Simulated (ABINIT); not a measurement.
# SnSe (Fm-3m) in ABINIT: notebook

Aim: see how the results for SnSe move with the level of theory and the settings. Levels: PBE, HCTH407, RPBE+D3(BJ). Tasks: equation of state, band structure.

All numbers are computed with ABINIT 10.8.3 (patched build); they aren't measurements. Logs are shortened: lines on timing, memory, paths and dates and some standing lists are left out, and cuts for length are marked. The log counts tension as positive stress, the text compression.

### 1 The crystal as given

It takes space group Fm-3m (No. 225, cubic). The conventional cell has a = 6.020 Å, b = 6.020 Å, c = 6.020 Å, α = 90.00°, β = 90.00°, γ = 90.00°. Sn (site symmetry m-3m) has 6 Se at 3.01 Å as nearest neighbours. Se (site symmetry m-3m) is surrounded by 6 Sn at 3.01 Å.

Measurements of this composition are mostly on another form, of space group No. 62.

### 2 Equation of state, PBE

Input file run.abi:

```
# Datasets: one volume each
ndtset 7
getwfk -1
scalecart1 3*0.9795861087
scalecart2 3*0.9864848297
scalecart3 3*0.9932883884
scalecart4 3*1.0000000000
scalecart5 3*1.0066227096
scalecart6 3*1.0131594038
scalecart7 3*1.0196128224

# Pseudopotentials
pp_dirpath "./"
pseudos "Sn.GGA_PBE-JTH.xml, Se.GGA_PBE-JTH.xml"

# Structure
acell 8.044153707 8.044153707 8.044153707
rprim
     0.0000000000     0.7071067812     0.7071067812
     0.7071067812     0.0000000000     0.7071067812
     0.7071067812     0.7071067812     0.0000000000
ntypat 2
znucl 50 34
natom 2
typat 1 2
xred
     0.0000000000     0.0000000000     0.0000000000
     0.5000000000     0.5000000000     0.5000000000

# Plane-wave basis
ecut 272.113862 eV
pawecutdg 20.0

# k points
kptopt 1
ngkpt 8 8 8
nshiftk 1
shiftk 0.0 0.0 0.0

# Exchange and correlation
ixc 11

# Bands and occupations
nband 14
occopt 3
tsmear 0.00183747

# SCF cycle
nstep 100
tolvrs 1.0e-9

# Output
iomode 3
prtwf 1
prtden 0
prteig 0
prtebands 0
enunit 1
```

Potentials or basis: JTH PAW PBE v2.0.

The run is started by

```bash
> abinit run.abi > log 2>&1
```

run.abo:

```text
.Version 10.8.3 of ABINIT
 DATASET    1 : space group Fm -3 m (#225); Bravais cF (face-center cubic)
================================================================================
 Values of the parameters that define the memory need for DATASET  1.
     intxc =       0    ionmov =       0      iscf =      17    lmnmax =      18
     lnmax =       6     mgfft =      24  mpssoang =       3    mqgrid =    3001
     natom =       2  nloc_mem =       2    nspden =       1   nspinor =       1
    nsppol =       1      nsym =      48    n1xccc =       1    ntypat =       2
    occopt =       3   xclevel =       2
       mpw =         534          nfft =       13824          nkpt =          29
 PAW method is used; the additional fine FFT grid is defined by:
   mgfftf=        32    nfftf =     32768
================================================================================
================================================================================
[... 71 lines left out ...]
 DATASET    7 : space group Fm -3 m (#225); Bravais cF (face-center cubic)
================================================================================
 Values of the parameters that define the memory need for DATASET  7.
     intxc =       0    ionmov =       0      iscf =      17    lmnmax =      18
     lnmax =       6     mgfft =      24  mpssoang =       3    mqgrid =    3001
     natom =       2  nloc_mem =       2    nspden =       1   nspinor =       1
    nsppol =       1      nsym =      48    n1xccc =       1    ntypat =       2
    occopt =       3   xclevel =       2
       mpw =         604          nfft =       13824          nkpt =          29
 PAW method is used; the additional fine FFT grid is defined by:
   mgfftf=        36    nfftf =     46656
================================================================================
================================================================================

--------------------------------------------------------------------------------
------------- Echo of variables that govern the present computation ------------
--------------------------------------------------------------------------------
 -outvars: echo values of preprocessed input variables --------
            acell      8.0441537070E+00  8.0441537070E+00  8.0441537070E+00 Bohr
              amu      1.18710000E+02  7.89600000E+01
             ecut      9.99999998E+00 Hartree
           enunit           1
           getwfk          -1
              ixc          11
           jdtset        1    2    3    4    5    6    7
         kptrlatt        8    0    0      0    8    0      0    0    8
          kptrlen1     6.30395298E+01
          kptrlen2     6.34834848E+01
          kptrlen3     6.39213158E+01
          kptrlen4     6.43532297E+01
          kptrlen5     6.47794224E+01
          kptrlen6     6.52000798E+01
          kptrlen7     6.56153781E+01
            natom           2
            nband          14
           ndtset           7
            ngfft          24      24      24
          ngfftdg1         32      32      32
          ngfftdg2         32      32      32
[... 75 lines left out ...]
 chkinp: Checking input parameters for consistency, jdtset=   1.

 chkinp: Checking input parameters for consistency, jdtset=   2.
[... 40 lines left out ...]
 getcut: wavevector=  0.0000  0.0000  0.0000  ngfft=  32  32  32
         ecut(hartree)=     20.000   => boxcut(ratio)=   2.01719

--- Pseudopotential description ------------------------------------------------
- pspini: atom type   1  psp file is ./Sn.GGA_PBE-JTH.xml
 Pseudopotential format is: paw10
 basis_size (lnmax)=  6 (lmn_size= 18), orbitals=   0   0   1   1   2   2
 Spheres core radius: rc_sph= 2.51086398
 Shapefunction is BESSEL type: shapef(r,l)=aa(1,l)*jl(q(1,l)*r)+aa(2,l)*jl(q(2,l)*r)
 Radius for shape functions =  1.40702157
 Compensation charge density is not taken into account in XC energy/potential

- pspini: atom type   2  psp file is ./Se.GGA_PBE-JTH.xml
 Pseudopotential format is: paw10
 basis_size (lnmax)=  4 (lmn_size=  8), orbitals=   0   0   1   1
 Spheres core radius: rc_sph= 2.21132333
 Shapefunction is BESSEL type: shapef(r,l)=aa(1,l)*jl(q(1,l)*r)+aa(2,l)*jl(q(2,l)*r)
 Radius for shape functions =  2.00656599
 Compensation charge density is not taken into account in XC energy/potential

   1.13831898E+03                                ecore*ucvol(ha*bohr**3)
--------------------------------------------------------------------------------

[... 1233 lines left out ...]
-Cartesian components of stress tensor (GPa)         [Pressure= -3.3118E+01 GPa]
- sigma(1 1)=  3.31184109E+01  sigma(3 2)=  0.00000000E+00
- sigma(2 2)=  3.31184109E+01  sigma(3 1)=  0.00000000E+00
- sigma(3 3)=  3.31184109E+01  sigma(2 1)=  0.00000000E+00

== END DATASET(S) ==============================================================
================================================================================

 -outvars: echo values of variables after computation  --------
            acell      8.0441537070E+00  8.0441537070E+00  8.0441537070E+00 Bohr
           etotal1    -7.9262992722E+01
           etotal2    -7.9263380618E+01
           etotal3    -7.9264927184E+01
           etotal4    -7.9265000530E+01
           etotal5    -7.9264536628E+01
           etotal6    -7.9265148150E+01
           etotal7    -7.9264141954E+01
            fcart1    -0.0000000000E+00 -0.0000000000E+00 -0.0000000000E+00
                      -0.0000000000E+00 -0.0000000000E+00 -0.0000000000E+00
            fcart2    -0.0000000000E+00 -0.0000000000E+00 -0.0000000000E+00
                      -0.0000000000E+00 -0.0000000000E+00 -0.0000000000E+00
            fcart3    -0.0000000000E+00 -0.0000000000E+00 -0.0000000000E+00
                      -0.0000000000E+00 -0.0000000000E+00 -0.0000000000E+00
            fcart4    -0.0000000000E+00 -0.0000000000E+00 -0.0000000000E+00
                      -0.0000000000E+00 -0.0000000000E+00 -0.0000000000E+00
            fcart5    -0.0000000000E+00 -0.0000000000E+00 -0.0000000000E+00
                      -0.0000000000E+00 -0.0000000000E+00 -0.0000000000E+00
[... 38 lines left out ...]
                       0.0000000000E+00  0.0000000000E+00  0.0000000000E+00
           xangst1     0.0000000000E+00  0.0000000000E+00  0.0000000000E+00
                       2.9485541852E+00  2.9485541852E+00  2.9485541852E+00
           xangst2     0.0000000000E+00  0.0000000000E+00  0.0000000000E+00
                       2.9693193354E+00  2.9693193354E+00  2.9693193354E+00
           xangst3     0.0000000000E+00  0.0000000000E+00  0.0000000000E+00
                       2.9897980471E+00  2.9897980471E+00  2.9897980471E+00
           xangst4     0.0000000000E+00  0.0000000000E+00  0.0000000000E+00
                       3.0099999980E+00  3.0099999980E+00  3.0099999980E+00
           xangst5     0.0000000000E+00  0.0000000000E+00  0.0000000000E+00
                       3.0299343539E+00  3.0299343539E+00  3.0299343539E+00
           xangst6     0.0000000000E+00  0.0000000000E+00  0.0000000000E+00
                       3.0496098034E+00  3.0496098034E+00  3.0496098034E+00
           xangst7     0.0000000000E+00  0.0000000000E+00  0.0000000000E+00
                       3.0690345934E+00  3.0690345934E+00  3.0690345934E+00
             xred      0.0000000000E+00  0.0000000000E+00  0.0000000000E+00
                       5.0000000000E-01  5.0000000000E-01  5.0000000000E-01
 Calculation completed.
```

Wall time 49 s (1 thread of Arm Neoverse V1, shared host); peak memory 0.12 GiB.

Results:

| Quantity | Value |
| --- | --- |
| Equilibrium volume | 27.74 Å³/atom (rough: see the caveat) |
| Bulk modulus | 70 GPa (rough) |

Energy against volume, from the lowest point:
| volume (Å³/atom) | energy (meV/atom) |
| --- | --- |
| 25.635 | 29.33 |
| 26.180 | 24.05 |
| 26.725 | 3.01 |
| 27.271 | 2.01 |
| 27.816 | 8.32 |
| 28.362 | 0.00 |
| 28.907 | 13.69 |

Caveat: the cutoff is too short for stress, so the log's stress isn't used; pressures at fixed basis lie under the slope of the energies; the fit is doubtful: noisy points or a state that changes with volume.

### 3 Band structure, HCTH407

Input file run.abi:

```
ndtset 2

pp_dirpath "./"
pseudos "Sn.GGA_PBE-JTH.xml, Se.GGA_PBE-JTH.xml"

acell 3*1.0
rprim
     0.0000000000     5.6880756351     5.6880756351
     5.6880756351     0.0000000000     5.6880756351
     5.6880756351     5.6880756351     0.0000000000
ntypat 2
znucl 50 34
natom 2
typat 1 2
xred
     0.0000000000     0.0000000000     0.0000000000
     0.5000000000     0.5000000000     0.5000000000

ecut 15.0
pawecutdg 30.0

ixc 27

occopt 3
tsmear 0.00183747

nstep 100

iomode 3
prtwf 0
prteig 0
prtebands 0
enunit 1
prtden1 1
prtvha1 1
prtvclmb1 1
prtpot1 1

kptopt1 1
ngkpt1 8 8 8
nshiftk1 1
shiftk1 0.0 0.0 0.0
nband1 14
tolvrs1 1.0e-9

iscf2 -2
getden2 1
nband2 18
nbdbuf2 2
tolwfr2 1.0e-12
kptopt2 -9
ndivsm2 8
prteig2 1
prtvol2 -3
kptbounds2
     0.0000000000     0.0000000000     0.0000000000
     0.5000000000     0.0000000000     0.5000000000
     0.5000000000     0.2500000000     0.7500000000
     0.3750000000     0.3750000000     0.7500000000
     0.0000000000     0.0000000000     0.0000000000
     0.5000000000     0.5000000000     0.5000000000
     0.6250000000     0.2500000000     0.6250000000
     0.5000000000     0.2500000000     0.7500000000
     0.5000000000     0.5000000000     0.5000000000
     0.3750000000     0.3750000000     0.7500000000
```

Potentials or basis: JTH PAW PBE v2.0.

The run is started by

```bash
> abinit run.abi > log 2>&1
```

Run time: 73 s. Hardware: 1 thread of Arm Neoverse V1, shared host; peak memory 0.14 GiB.

It converged, with:

```yaml
Free_energy: -2175.9062 eV
Band_gap_on_the_k_mesh: 0.27 eV, direct
Valence_electrons_inside_the_program's_atomic_spheres: Sn 11.79; Se 3.97
```

Levels at the corners of the path, in eV from the valence-band top:
| point | band 8 | band 9 | band 10 | band 11 | band 12 | band 13 |
| --- | --- | --- | --- | --- | --- | --- |
| Γ | -2.51 | -2.51 | -2.51 | 4.03 | 4.03 | 4.03 |
| X | -5.61 | -3.89 | -3.89 | 3.23 | 5.02 | 5.02 |
| W | -4.88 | -4.88 | -1.17 | 1.27 | 4.64 | 4.64 |
| K | -5.21 | -3.42 | -2.73 | 3.05 | 3.30 | 5.10 |
| Γ | -2.51 | -2.51 | -2.51 | 4.03 | 4.03 | 4.03 |
| L | -2.26 | -2.26 | -0.05 | 0.22 | 1.02 | 1.02 |
| U | -5.21 | -3.42 | -2.73 | 3.05 | 3.30 | 5.10 |
| W | -4.88 | -4.88 | -1.17 | 1.27 | 4.64 | 4.64 |
| L | -2.26 | -2.26 | -0.05 | 0.22 | 1.02 | 1.02 |
| K | -5.21 | -3.42 | -2.73 | 3.05 | 3.30 | 5.10 |

Caveat: the cutoff is too short for stress, so the log's stress isn't used; the PAW data sets were made with another functional, which shifts forces and pressure a little; spin-orbit coupling is left out, which moves the levels of the heavy elements.

### 4 Equation of state, PBE

Input file run.abi:

```
# Datasets: one volume each
ndtset 7
getwfk -1
scalecart1 3*0.9795861087
scalecart2 3*0.9864848297
scalecart3 3*0.9932883884
scalecart4 3*1.0000000000
scalecart5 3*1.0066227096
scalecart6 3*1.0131594038
scalecart7 3*1.0196128224

# Pseudopotentials
pp_dirpath "./"
pseudos "Sn.GGA_PBE-JTH.xml, Se.GGA_PBE-JTH.xml"

# Structure
acell 3*1.0
rprim
     0.0000000000     5.6880756351     5.6880756351
     5.6880756351     0.0000000000     5.6880756351
     5.6880756351     5.6880756351     0.0000000000
ntypat 2
znucl 50 34
natom 2
typat 1 2
xred
     0.0000000000     0.0000000000     0.0000000000
     0.5000000000     0.5000000000     0.5000000000

# Plane-wave basis
ecut 571.439111 eV
pawecutdg 42.0

# k points
kptopt 1
ngkpt 8 8 8
nshiftk 1
shiftk 0.0 0.0 0.0

# Exchange and correlation
ixc 11

# Bands and occupations
nband 14
occopt 3
tsmear 0.05 eV

# SCF cycle
nstep 100
tolvrs 1.0e-9

# Output
iomode 3
prtwf 1
prtden 0
prteig 0
prtebands 0
```

The run is started by

```bash
> abinit run.abi > log 2>&1
```

Wall time 2.5 min (1 thread of Arm Neoverse V1, shared host); peak memory 0.16 GiB.

Results (log left out):

```yaml
Equilibrium_volume: 27.76 Å³/atom
Bulk_modulus: 49 GPa
Pressure_derivative_of_the_bulk_modulus: 4.4
```

Energy against volume, from the lowest point:
| volume (Å³/atom) | energy (meV/atom) |
| --- | --- |
| 25.635 | 28.54 |
| 26.180 | 15.17 |
| 26.725 | 6.30 |
| 27.271 | 1.35 |
| 27.816 | 0.00 |
| 28.362 | 1.96 |
| 28.907 | 6.73 |

Caveat: the cutoff is too short for stress, so the log's stress isn't used; pressures at fixed basis lie under the slope of the energies. Zero-point motion and thermal expansion aren't in these numbers.

### 5 Equation of state, RPBE+D3(BJ)

Input file run.py:

```python
import json, os
import numpy as np
from ase.eos import EquationOfState
from ase.units import GPa
from ase.calculators.mixing import SumCalculator
from dftd3.ase import DFTD3
from ase.calculators.abinit import Abinit, AbinitProfile
from ase import Atoms

atoms = Atoms(['Sn', 'Se'],
              cell=[[0.0, 3.01, 3.01], [3.01, 0.0, 3.01], [3.01, 3.01, 0.0]],
              scaled_positions=[[0.0, 0.0, 0.0], [0.5, 0.5, 0.5]],
              pbc=True)

profile = AbinitProfile(command='abinit', pp_paths=[os.path.abspath('pseudos')])
params = dict(
    pps='pawxml', xc='PBE',
    ecut=408.1708,
    pawecutdg=816.3416,
    kptopt=1,
    ngkpt=[8, 8, 8],
    nshiftk=1,
    shiftk=[0.0, 0.0, 0.0],
    ixc=15,
    nband=14,
    occopt=3,
    tsmear=0.05,
    nstep=100,
    tolvrs=1e-09,
    prtwf=0,
    prtden=0,
)

cell0 = atoms.cell.copy()
volumes, energies = [], []
for i, x in enumerate([0.94, 0.96, 0.98, 1.0, 1.02, 1.04, 1.06]):
    atoms.set_cell(cell0 * x ** (1 / 3), scale_atoms=True)
    atoms.calc = SumCalculator([Abinit(profile=profile, directory=f'v{i}', **params), DFTD3(method='rpbe', damping='d3bj')])
    volumes.append(atoms.get_volume() / len(atoms))
    dft, disp = atoms.calc.mixer.calcs
    energies.append((dft.get_property('free_energy', atoms) + disp.get_property('energy', atoms)) / len(atoms))
    print(f'{x:5.2f} {volumes[-1]:10.5f} A^3/atom {energies[-1]:14.6f} eV/atom', flush=True)
    json.dump(dict(volumes=volumes, energies=energies), open('results.json', 'w'))
v0, e0, b0 = EquationOfState(volumes, energies, eos='sjeos').fit()
print(f'V0 {v0:.4f} A^3/atom  E0 {e0:.6f} eV/atom  B0 {b0 / GPa:.2f} GPa')
```

The run is started by

```bash
> python run.py
```

Run time: 1.8 min. Hardware: 1 thread of Arm Neoverse V1, shared host; peak memory 0.11 GiB.

It converged, with:

| Property | Result |
| --- | --- |
| Equilibrium volume | 23.14 Å³/atom (rough: see the caveat) |
| Bulk modulus | 121 GPa (rough) |

Energy against volume, from the lowest point:
```
volume (Å³/atom)  energy (meV/atom)
          25.635               0.00
          26.180              30.89
          26.725              64.44
          27.271             100.03
          27.816             137.59
          28.362             176.43
          28.907             215.35
```

Caveat: the cutoff is too short for stress, so the log's stress isn't used; pressures at fixed basis lie under the slope of the energies; the minimum lies outside the volumes run; the log and the count of SCF iterations are those of the last ABINIT call alone; the PAW data sets were made with another functional, which shifts forces and pressure a little.
